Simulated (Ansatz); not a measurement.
**A vibration from a frozen displacement in SnO**

The calculation used DFT PBEsol, scalar-relativistic, plane waves, PAW in Ansatz 0.2.0. Settings: plane waves to 420 eV, k-mesh 8×6×8 (Γ-centred), Gaussian smearing 0.05 eV. No spin polarisation. Energies are free energies at this smearing, counted from the undisturbed cell; pressure is positive in compression.

Zero of the scan (relaxed at this level; this form isn't the usual structure):

```xyz
4
Lattice="3.3156 0.0000 0.0000 0.0000 5.7050 0.0000 0.0000 0.0000 3.8942" Properties=species:S:1:pos:R:3 pbc="T T T"
Sn    0.0000    1.3338    2.0490
Sn    1.6578    4.3712    0.1019
O     0.0000    5.0509    2.8187
O     1.6578    0.6540    0.8716
```

The cell holds layers and no dispersion correction was added, so their binding is poorly described.

Atom 1 (Sn) is moved by x along the Cartesian unit vector (0.707, -0.707, 0.000); the cell and all other atoms stay fixed. The cell's volume is 73.66 Å³; the moved atoms weigh 118.710 u together and the others 150.708 u.

```
  x (Å)  ΔE (meV/cell) total force on the moved atoms along the move (eV/Å) pressure (GPa)
-0.2000         150.98                                                1.3452         -3.3458
-0.1500          89.66                                                1.0985         -2.6771
-0.1000          42.05                                                0.7961         -1.9071
-0.0500          11.08                                                0.4318         -1.0215
 0.0000           0.00                                               -0.0005         -0.0050
 0.0500          12.38                                               -0.5075          1.1580
 0.1000          52.10                                               -1.0955          2.4839
 0.1500         123.37                                               -1.7705          3.9893
 0.1750         172.24                                               -2.1425          4.8144
 0.2000         230.69                                               -2.5382          5.6905
```

What frequency belongs to this motion?

The force constant is k = −dF/dx = 9.393 eV/Å², from the parabola through x = -0.0500, 0 and 0.0500. In every cell the moved atoms swing against the rest, so the mass is μ = m₁m₂/(m₁ + m₂) = 66.404 u, and ν̃ = 521.5 cm⁻¹ × √(|k|/μ) = 196 cm⁻¹. The pattern needn't be a normal mode: ν̃² is then a weighted mean of the squared nonzero frequencies at the zone centre of this cell, taken without macroscopic field, so it lies between the lowest and the highest of them.

How far does the harmonic law reach?

At x = -0.200 Å, kx²/2 = 187.86 meV against the computed 150.98 meV (-19.6 %): the well softens in this direction at large amplitude.

The well is strongly lopsided: at equal amplitude, the positive displacement always costs more energy than the negative one, 230.69 against 150.98 meV at the ends of the scan. The geometry explains this. Positive x pushes Sn into its own layer and shortens two of its three close Sn–O contacts, so Pauli repulsion rises steeply. Negative x stretches the same two bonds and carries Sn towards the interlayer gap, where the Sn(II) lone pair is expected to point and where resistance is weaker.

The pressure changes sign with the displacement for the same reason. Its linear part must come from the motion normal to the layers, since the mirror plane through Sn forbids a linear contribution from the in-plane part.

That mirror also settles the character of the motion: the diagonal path mixes components of different symmetry, so barring an accidental degeneracy it can't be a single normal mode. The 196 cm⁻¹ therefore measures the local stiffness of the Sn site and shouldn't be assigned to an individual Raman or infrared line.
